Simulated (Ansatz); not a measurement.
# KBr (CsCl type): maximally localised Wannier functions, part 2 of 2

Where do the localised orbitals of KBr (CsCl type) sit, how far are they spread, and how do the settings change that? Plan: PBE, anion s p, 4×4×4; PBE, anion s p, 6×6×6; PBE, anion p, 4×4×4; PBE, cation s and anion p, disentangled, 4×4×4; r2SCAN, anion s p, 4×4×4; r2SCAN, cation s and anion p, disentangled, 4×4×4; r2SCAN, anion p, 4×4×4; HSE06, anion s p, 4×4×4; HSE06, anion p, 4×4×4 (level, trial orbitals, Wannier mesh).

Ansatz 0.2.0; plane waves, PAW. Earlier steps stand in the parts before.

## 7. r2SCAN, cation s and anion p, disentangled, 4×4×4

The input, input.yaml:

```yaml
crystal:
  lattice:
    - [3.976255313, 0.0, 0.0]
    - [0.0, 3.976255313, 0.0]
    - [0.0, 0.0, 3.976255313]
  atoms:
    - { symbol: K, position: [0.0, 0.0, 0.0] }
    - { symbol: Br, position: [0.5, 0.5, 0.5] }
kpoints:
  mp_grid: { grid: [6, 6, 6] }
  band_path:
    path:
      - [[0.0, 0.0, 0.0], [2.554406210324e-51, 0.5, 8.072628611435e-36], [0.5, 0.5, 2.341062297316e-34], [0.0, 0.0, 0.0], [0.5, 0.5, 0.5], [2.554406210324e-51, 0.5, 8.072628611435e-36]]
      - [[0.5, 0.5, 0.5], [0.5, 0.5, 2.341062297316e-34]]
    npoints: 10
hamiltonian:
  xc: r2scan
scf:
  occupations: { method: fixed }
  n_extra_bands: 6
output:
  forces: false
  stress: false
  eigenvalues: true
  wannier:
    kmesh: [4, 4, 4]
    projections: [{ species: K, l: s, shell: 4 }, { species: Br, l: p, shell: 4 }]
    minimise: true
    write_hr: true
    conv_tol: 1.0e-08
    max_iter: 3000
    disentanglement: { window: [-7.67, 19.09], frozen_window: [-4.67, 7.89] }
```

Command:

```
$ ansatz run input.yaml --threads 4 --pin off --max-ram 3686MiB --backend cpu --events-out ev --progress --plain --runs-dir out
```

Standard output:

```text
Warning: RAYON_NUM_THREADS=4 ignored (pool sized by the plan → 4); use --threads N
scf.n_extra_bands = 6 over 8 filled bands (N_el = 16.0): the run solves 14 bands
Engine: ansatz 0.2.0, aarch64-unknown-linux-gnu
Pseudopotentials: kind: paw
Pseudopotential: K, paw, valence charge 9, recommended cutoff 500 eV (meta_gga), K.paw.azcp
Pseudopotential: Br, paw, valence charge 7, recommended cutoff 500 eV (meta_gga), Br.paw.azcp
Functional definition: r2SCAN
  parameter k0 = 0.174
  parameter k1 = 0.065
  parameter a1 = 4.9479
  exchange = r2scan_x(k0 = k0, k1 = k1, a1 = a1)
  correlation = r2scan_c
Crystal: 2 atoms, lattice volume = 62.867 Å³
Basis set: ecut = 500 eV, 1575 PW (Γ), exchange–correlation on 120×120×120 points (64 copies of the dense FFT grid, shifted against one another)
Bands: 14, of which v1, the nominal top of the filled ones, is band 8 counted from 1 (7 counted from 0)
Symmetry: 48 space group operations
Space group: Pm-3m (ITA 221), of the structure as read, at distance tolerance 4.0e-5 Å
k-points: 20 of 216
Non-local potential: K, projectors of the file, l = 0: 3, l = 1: 2, l = 2: 2
Non-local potential: Br, projectors of the file, l = 0: 2, l = 1: 2, l = 2: 2
PAW form: soft (Blöchl's): semilocal exchange-correlation on the pseudo side does not see the compensation charge
PAW frozen core: K, regenerated for the run's functional (the file was generated under x = pbe(κ = 0.804, μ = 0.2195149727645171), c = pbe(β = 0.06672455060314922))
PAW frozen core: Br, regenerated for the run's functional (the file was generated under x = pbe(κ = 0.804, μ = 0.2195149727645171), c = pbe(β = 0.06672455060314922))
PAW one-centre angular grid: K, 302 points (default); XC on 160 Gauss nodes
PAW one-centre angular grid: Br, 302 points (default); XC on 160 Gauss nodes
Initial density: superposition of atomic densities (neutral atoms: chi_scale 0, normalization atom), corrected by the library's trained network
Initial wavefunctions: pseudopotential atomic-orbital guess
Functional: x = r2scan, c = r2scan; τ floored in thin density (d = 2e-4 eV/Å³)
SCF iter   1: F=—  HF=-4339.194050 eV  |F-HF|=—  |Δ(HF+E_count)|=         —  Δρ=2.67e-3  dr2=3.49e-3  dr2_τ=2.24e-3  ethr=1.77e-3  ⟨swp⟩=5.4  Hψ=1453  notcnv=0  defer=69
preconditioner: auto → none  [insulator: Δε(μ)=4.825 eV  Ē_g=16.443 eV  n_scr=6 (ndim 8)  ℏωp=17.5 eV  f_vac=0.004  ε∞_Penn≈2.1]
SCF iter   2: F=—  HF=-4339.208292 eV  |F-HF|=—  |Δ(HF+E_count)|=   1.42e-2  Δρ=1.11e-3  dr2=2.83e-4  dr2_τ=5.93e-5  ethr=2.18e-5  ⟨swp⟩=3.0  Hψ=671  notcnv=0  defer=75
SCF iter   3: F=—  HF=-4339.208428 eV  |F-HF|=—  |Δ(HF+E_count)|=   1.36e-4  Δρ=3.58e-4  dr2=3.17e-5  dr2_τ=4.54e-6  ethr=1.77e-6  ⟨swp⟩=3.0  Hψ=452  notcnv=0  defer=75
SCF iter   4: F=—  HF=-4339.208446 eV  |F-HF|=—  |Δ(HF+E_count)|=   1.83e-5  Δρ=5.41e-5  dr2=5.22e-7  dr2_τ=4.50e-7  ethr=1.98e-7  ⟨swp⟩=2.9  Hψ=411  notcnv=0  defer=69
iter 5 did not close the SCF: its close was put off for the readings that it lacked (scf_convergence_deferred on its scf_iter line)
SCF iter   5: F=-4339.208447 eV  HF=-4339.208447 eV  |F-HF|=2.84e-8  |Δ(HF+E_count)|=   9.01e-7  Δρ=6.71e-6  dr2=9.01e-9  dr2_τ=4.21e-9  ethr=3.26e-9  ⟨swp⟩=2.8  Hψ=407  notcnv=0  defer=69
SCF iter   6: F=-4339.208447 eV  HF=-4339.208447 eV  |F-HF|=1.96e-10  |Δ(HF+E_count)|=   3.13e-8  Δρ=7.79e-7  dr2=2.03e-10  dr2_τ=4.76e-11  ethr=5.63e-11  ⟨swp⟩=6.8  Hψ=1819  notcnv=0
SCF 1 converged in 6 iterations: F = -4339.208447 eV  dr2 = 2.03e-10
NSCF: frozen V_eff on 62 k-points
NSCF: frozen V_eff on 13 k-points
the Wannier pass solved 13 of the 64 points of its mesh, and has the states at the others by symmetry: states obtained by the crystal's operations at points that were solved too leave a residual of 8.56e-13 eV (read by the count's bands and the next), within 4.17e-6 eV
NSCF: frozen V_eff on 13 k-points
the Wannier pass solved 13 of the 64 points of its mesh, and has the states at the others by symmetry: states obtained by the crystal's operations at points that were solved too leave a residual of 1.53e-12 eV (read by the count's bands and the next), within 4.17e-6 eV
NSCF: frozen V_eff on 13 k-points
the Wannier pass solved 13 of the 64 points of its mesh, and has the states at the others by symmetry: states obtained by the crystal's operations at points that were solved too leave a residual of 3.37e-13 eV (read by the count's bands and the next), within 4.17e-6 eV
SCF converged after 6 iterations
Free energy (F): -4339.208447 eV
Harris-Foulkes:  -4339.208447 eV  (|F-HF|=1.96e-10)
Internal energy: -4339.208447 eV  (E = F + TS)
E sigma→0 (E₀):  -4339.208447 eV
Fermi energy:    2.326127 eV
--- Per-component energies (eV) ---
  E_band       = -128.479060
  E_kinetic    = 388.868902
  E_local      = -752.239380  (includes V_loc(G=0)·N_el)
  E_nonlocal   = 82.396921
  E_hartree    = 236.755410
  E_xc         = -385.832081
  E_vxc        = -302.366891  (∫ρ·V_xc dr)
  E_paw        = -3057.967262  (= ΣΔE_a)
  E_vpaw       = -35.672302  (= ΣTr[D̂ρ^β])
  E_aug_tail   = -0.000002  (compensation charges beyond the density's cutoff)
  E_vtau       = 17.023048  (kinetic-family band-sum trace: ∫τ·v_τ [+ j·A + Jᵃ·Aᵃ] dr)
  E_ewald      = -850.836577
  E_core_change = -0.354379  (= ΣΔE_core)
  E_smearing   = -0.000000  (= −TS)
  E_closure    = -0.000000  (closes the sum)
  Σ components = -4339.208447   (vs F -4339.208447, Δ=0.00e0)
--- Band table (eV; the first three rows and the last of 20) ---
  k-point 0: bands = ["-27.3491", "-10.9891", "-10.0002", "-10.0002", "-10.0002", "2.0470", "2.0470", "2.0470", "7.0932", "8.6751", "8.6751", "12.8363", "12.8363", "12.8363"]
  k-point 1: bands = ["-27.3460", "-11.0290", "-9.9944", "-9.9944", "-9.9519", "1.4754", "2.0529", "2.0529", "7.7267", "8.9010", "9.3054", "12.7588", "12.7588", "12.9588"]
  k-point 2: bands = ["-27.3399", "-11.1070", "-9.9826", "-9.9826", "-9.8524", "0.5979", "2.0642", "2.0642", "8.9200", "9.5298", "10.5610", "12.7522", "12.7522", "12.8711"]
  k-point 19: bands = ["-27.3144", "-10.5441", "-10.1253", "-10.1253", "-10.1253", "0.7624", "0.7624", "0.7624", "10.4556", "10.4556", "10.4556", "12.7070", "12.7070", "12.7070"]
Wannier search: line search 1 of at most 3000: gauge-dependent spread (as the search counts it) 0.1287308 Å², largest recent change 2.1e-2 Å² and fall left 1.8e-5 Å² against conv_tol 1.0e-8 Å², 0 stops escaped
```

Wall time 2.9 s (4 threads of Arm Neoverse V2, shared host); peak memory 0.38 GiB.

The windows are typed on the program's own energy scale, on which the last band filled by count tops at 2.33 eV.

The head of wannier.spreads.toml:

```toml
omega_i_ang2 = 9.473684399220033
omega_d_ang2 = 0.00000000000000000003640749183153205
omega_od_ang2 = 0.128711086220099
omega_total_ang2 = 9.602395485440132
least_projectability = 0.046444294585546476
b_vectors_match_mmn = true
n_iter = 8
converged = true
rejected_fitted_steps = 0
dis_converged = true
dis_n_iter = 74
dis_n_moved = 0
dis_level_miss = 0.007167637665802825
```

The functions (centres in Å, on-site energies from the top of the filled bands):

```csv
n,x,y,z,spread (Å²),on-site (eV),nearest atoms,distance (Å)
1,0.000,0.000,0.000,4.564,6.965,K1,0.00
2,1.988,1.988,1.988,1.679,-0.762,Br2,0.00
3,1.988,1.988,1.988,1.679,-0.762,Br2,0.00
4,1.988,1.988,1.988,1.679,-0.762,Br2,0.00
```

Along the path each interpolated band stays within 0.08, 0.04, 0.03, 3.08 eV of the nearest computed level, from the lowest band up; bands outside the frozen window needn't match, and between the mesh's points a coarse mesh lets the others stray too.

Misses of an eV or more mean that the model does not follow those bands.

The least projectability is 0.05: some state is hardly reached by the trial orbitals.

## 8. r2SCAN, anion p, 4×4×4

input.yaml: that of step 7 with these lines changed.

```diff
@@ -26,3 +26,3 @@
     kmesh: [4, 4, 4]
-    projections: [{ species: K, l: s, shell: 4 }, { species: Br, l: p, shell: 4 }]
+    projections: [{ species: Br, l: p, shell: 4 }]
     minimise: true
@@ -31,2 +31 @@
     max_iter: 3000
-    disentanglement: { window: [-7.67, 19.09], frozen_window: [-4.67, 7.89] }
```

Command:

```
$ ansatz run input.yaml --threads 4 --pin off --max-ram 3686MiB --backend cpu --events-out ev --progress --plain --runs-dir out
```

Standard output, shortened:

```text
Warning: RAYON_NUM_THREADS=4 ignored (pool sized by the plan → 4); use --threads N
scf.n_extra_bands = 6 over 8 filled bands (N_el = 16.0): the run solves 14 bands
[...]
Pseudopotentials: kind: paw
Pseudopotential: K, paw, valence charge 9, recommended cutoff 500 eV (meta_gga), K.paw.azcp
Pseudopotential: Br, paw, valence charge 7, recommended cutoff 500 eV (meta_gga), Br.paw.azcp
Functional definition: r2SCAN
[...]
Crystal: 2 atoms, lattice volume = 62.867 Å³
[...]
Free energy (F): -4339.208447 eV
[...]
E sigma→0 (E₀):  -4339.208447 eV
Fermi energy:    2.326127 eV
[...]
--- Band table (eV; the first three rows and the last of 20) ---
  k-point 0: bands = ["-27.3491", "-10.9891", "-10.0002", "-10.0002", "-10.0002", "2.0470", "2.0470", "2.0470", "7.0932", "8.6751", "8.6751", "12.8363", "12.8363", "12.8363"]
[...]
Wannier search: line search 1 of at most 3000: gauge-dependent spread (as the search counts it) 0.0041797 Å², largest recent change 4.3e-18 Å² and fall left 6.9e-23 Å² against conv_tol 1.0e-8 Å², 0 stops escaped
```

Run time: 1.7 s. Hardware: 4 threads of Arm Neoverse V2, shared host; peak memory 0.38 GiB.

wannier.win names the bands that the functions span: 6-8 (counted from 1; 8 are filled).

The head of wannier.spreads.toml:

```toml
omega_i_ang2 = 5.068380089954186
omega_d_ang2 = 0.000000000000000000005159040858710638
omega_od_ang2 = 0.00417968797467468
omega_total_ang2 = 5.07255977792886
least_projectability = 0.9754614435208552
b_vectors_match_mmn = true
n_iter = 5
converged = true
rejected_fitted_steps = 0
```

The functions (centres in Å, on-site energies from the top of the filled bands):

```csv
n,x,y,z,spread (Å²),on-site (eV),nearest atoms,distance (Å)
1,1.988,1.988,1.988,1.691,-0.979,Br2,0.00
2,1.988,1.988,1.988,1.691,-0.979,Br2,0.00
3,1.988,1.988,1.988,1.691,-0.979,Br2,0.00
```

Along the path each interpolated band stays within 0.03, 0.01, 0.01 eV of the nearest computed level, from the lowest band up.

## 9. HSE06, anion s p, 4×4×4

The input, input.yaml:

```yaml
crystal:
  lattice:
    - [3.976255313, 0.0, 0.0]
    - [0.0, 3.976255313, 0.0]
    - [0.0, 0.0, 3.976255313]
  atoms:
    - { symbol: K, position: [0.0, 0.0, 0.0] }
    - { symbol: Br, position: [0.5, 0.5, 0.5] }
kpoints:
  mp_grid: { grid: [4, 4, 4] }
  band_path:
    path:
      - [0.0, 0.0, 0.0]
      - [0.0, 0.5, 0.0]
      - [0.5, 0.5, 0.0]
      - [0.5, 0.5, 0.5]
      - [0.0, 0.5, 0.5]
    npoints: 1
hamiltonian:
  xc: hse06
scf:
  occupations: { method: fixed }
  n_extra_bands: 6
output:
  forces: false
  stress: false
  eigenvalues: true
  wannier:
    kmesh: [4, 4, 4]
    projections: [{ species: Br, l: s, shell: 4 }, { species: Br, l: p, shell: 4 }]
    minimise: true
    write_hr: true
    conv_tol: 1.0e-08
    max_iter: 3000
```

Command:

```
$ ansatz run input.yaml --threads 4 --pin off --max-ram 3686MiB --backend cpu --events-out ev --progress --plain --runs-dir out
```

Standard output, shortened:

```text
Warning: RAYON_NUM_THREADS=4 ignored (pool sized by the plan → 4); use --threads N
scf.n_extra_bands = 6 over 8 filled bands (N_el = 16.0): the run solves 14 bands
[...]
Pseudopotentials: kind: paw
Pseudopotential: K, paw, valence charge 9, recommended cutoff 420 eV (normal), K.paw.azcp
Pseudopotential: Br, paw, valence charge 7, recommended cutoff 420 eV (normal), Br.paw.azcp
Functional definition: HSE06
[...]
davidson cushion auto → on  (no smearing: the cushion is to keep the highest requested band from converging to the state above it; pin scf.eigensolver.cushion to override)
[...]
--- Band table (eV; the first three rows and the last of 10) ---
  k-point 0: bands = ["-28.9329", "-12.0599", "-11.0004", "-11.0004", "-11.0004", "1.5920", "1.5920", "1.5920", "7.0832", "8.9241", "8.9241", "13.3061", "13.3061", "13.3061"]
[...]
Wannier search: line search 1 of at most 3000: gauge-dependent spread (as the search counts it) 1.3642221 Å², largest recent change 2.3e-2 Å² and fall left 6.8e-6 Å² against conv_tol 1.0e-8 Å², 0 stops escaped
WARN: <dir> 22 periodic images of 22 elements of H(R) lie 4.88e-4 to 1.95e-3 Å beyond their element's nearest image, near the 9.77e-4 Å window within which an element is shared among its images; whether they share it moves the interpolated H(k) by 5.5e-3 eV (Frobenius norm, root mean [...]
```

It took 18 s on 4 threads of Arm Neoverse V2, shared host; peak memory 0.76 GiB.

wannier.win names the bands that the functions span: 2, 6-8 (counted from 1; 8 are filled).

The head of wannier.spreads.toml:

```toml
omega_i_ang2 = 6.087387055999528
omega_d_ang2 = 0.001321969466303577
omega_od_ang2 = 0.7410189298652328
omega_total_ang2 = 6.829727955331064
least_projectability = 0.7149838356373391
b_vectors_match_mmn = true
n_iter = 47
converged = true
rejected_fitted_steps = 0
```

The functions (centres in Å, on-site energies from the top of the filled bands):

```csv
n,x,y,z,spread (Å²),on-site (eV),nearest atoms,distance (Å)
1,1.733,1.733,1.733,1.719,-4.491,Br2,0.44
2,1.910,1.910,2.408,1.704,-4.162,Br2,0.43
3,2.409,1.910,1.910,1.704,-4.162,Br2,0.43
4,1.910,2.408,1.910,1.704,-4.162,Br2,0.43
```

## 10. HSE06, anion p, 4×4×4

input.yaml: that of step 9 with these lines changed.

```diff
@@ -29,3 +29,3 @@
     kmesh: [4, 4, 4]
-    projections: [{ species: Br, l: s, shell: 4 }, { species: Br, l: p, shell: 4 }]
+    projections: [{ species: Br, l: p, shell: 4 }]
     minimise: true
```

Command:

```
$ ansatz run input.yaml --threads 4 --pin off --max-ram 3686MiB --backend cpu --events-out ev --progress --plain --runs-dir out
```

Standard output, shortened:

```text
Warning: RAYON_NUM_THREADS=4 ignored (pool sized by the plan → 4); use --threads N
scf.n_extra_bands = 6 over 8 filled bands (N_el = 16.0): the run solves 14 bands
[...]
Pseudopotentials: kind: paw
Pseudopotential: K, paw, valence charge 9, recommended cutoff 420 eV (normal), K.paw.azcp
Pseudopotential: Br, paw, valence charge 7, recommended cutoff 420 eV (normal), Br.paw.azcp
Functional definition: HSE06
[...]
Free energy (F): -4327.257305 eV
Frozen-core exchange: fock
[...]
E sigma→0 (E₀):  -4327.257305 eV
Fermi energy:    1.891224 eV
[...]
--- Band table (eV; the first three rows and the last of 10) ---
  k-point 0: bands = ["-28.9329", "-12.0599", "-11.0004", "-11.0004", "-11.0004", "1.5920", "1.5920", "1.5920", "7.0832", "8.9241", "8.9241", "13.3061", "13.3061", "13.3061"]
[...]
Wannier search: line search 1 of at most 3000: gauge-dependent spread (as the search counts it) 0.0040254 Å², largest recent change 2.6e-18 Å² and fall left 9.0e-23 Å² against conv_tol 1.0e-8 Å², 0 stops escaped
```

It took 18 s on 4 threads of Arm Neoverse V2, shared host; peak memory 0.76 GiB.

wannier.win names the bands that the functions span: 6-8 (counted from 1; 8 are filled).

The head of wannier.spreads.toml:

```toml
omega_i_ang2 = 5.060502215131567
omega_d_ang2 = 0.000000000000000000000011554072497692191
omega_od_ang2 = 0.004025373677428162
omega_total_ang2 = 5.064527588808995
least_projectability = 0.9756354792382173
b_vectors_match_mmn = true
n_iter = 5
converged = true
rejected_fitted_steps = 0
```

The functions (centres in Å, on-site energies from the top of the filled bands):

```csv
n,x,y,z,spread (Å²),on-site (eV),nearest atoms,distance (Å)
1,1.988,1.988,1.988,1.688,-1.039,Br2,0.00
2,1.988,1.988,1.988,1.688,-1.039,Br2,0.00
3,1.988,1.988,1.988,1.688,-1.039,Br2,0.00
```

## 11. Comparison

```csv
run,functions,total spread (Å²),invariant part (Å²),mean spread (Å²),largest miss of a band (eV),time
"PBE, anion s p, 4×4×4",4,7.282,6.559,1.821,0.03,0.87 s
"PBE, anion s p, 6×6×6",4,7.770,7.068,1.943,0.01,1.1 s
"PBE, anion p, 4×4×4",3,5.182,5.176,1.727,0.04,0.82 s
"PBE, cation s and anion p, disentangled, 4×4×4",4,9.519,9.392,2.380,2.68,1.6 s
"r2SCAN, anion s p, 4×4×4",4,6.868,6.126,1.717,0.02,1.7 s
"r2SCAN, cation s and anion p, disentangled, 4×4×4",4,9.602,9.474,2.401,3.08,2.9 s
"r2SCAN, anion p, 4×4×4",3,5.073,5.068,1.691,0.03,1.7 s
"HSE06, anion s p, 4×4×4",4,6.830,6.087,1.707,not checked,18 s
"HSE06, anion p, 4×4×4",3,5.065,5.061,1.688,not checked,18 s
```

## 12. Summary of results

This closing draws on all 2 parts.

| quantity | value |
| --- | --- |
| total spread, PBE, anion s p, 4×4×4 | 7.28 Å² over 4 functions |
| total spread, PBE, anion s p, 6×6×6 | 7.77 Å² over 4 functions |
| total spread, PBE, anion p, 4×4×4 | 5.18 Å² over 3 functions |
| total spread, PBE, cation s and anion p, disentangled, 4×4×4 | 9.52 Å² over 4 functions |
| total spread, r2SCAN, anion s p, 4×4×4 | 6.87 Å² over 4 functions |
| total spread, r2SCAN, cation s and anion p, disentangled, 4×4×4 | 9.60 Å² over 4 functions |
| total spread, r2SCAN, anion p, 4×4×4 | 5.07 Å² over 3 functions |
| total spread, HSE06, anion s p, 4×4×4 | 6.83 Å² over 4 functions |
| total spread, HSE06, anion p, 4×4×4 | 5.06 Å² over 3 functions |
| centres of the first set | 0.43 Å from the nearest atom |

**Reading.** With PBE, anion s p, 4×4×4 the 4 functions move off the atoms, with a mean spread of 1.82 Å²; 90 % of the total is gauge invariant. The total spread goes from 7.28 Å² on 4×4×4 to 7.77 Å² on 6×6×6: finite differences in k understate it on coarse meshes, while the largest miss of a band goes from 0.03 to 0.01 eV. On one set and mesh the functional gives 7.28 (PBE), 6.87 (r2SCAN), 6.83 (HSE06) Å². The disentangled models miss some band by up to 3.1 eV, which may lie outside their frozen windows.
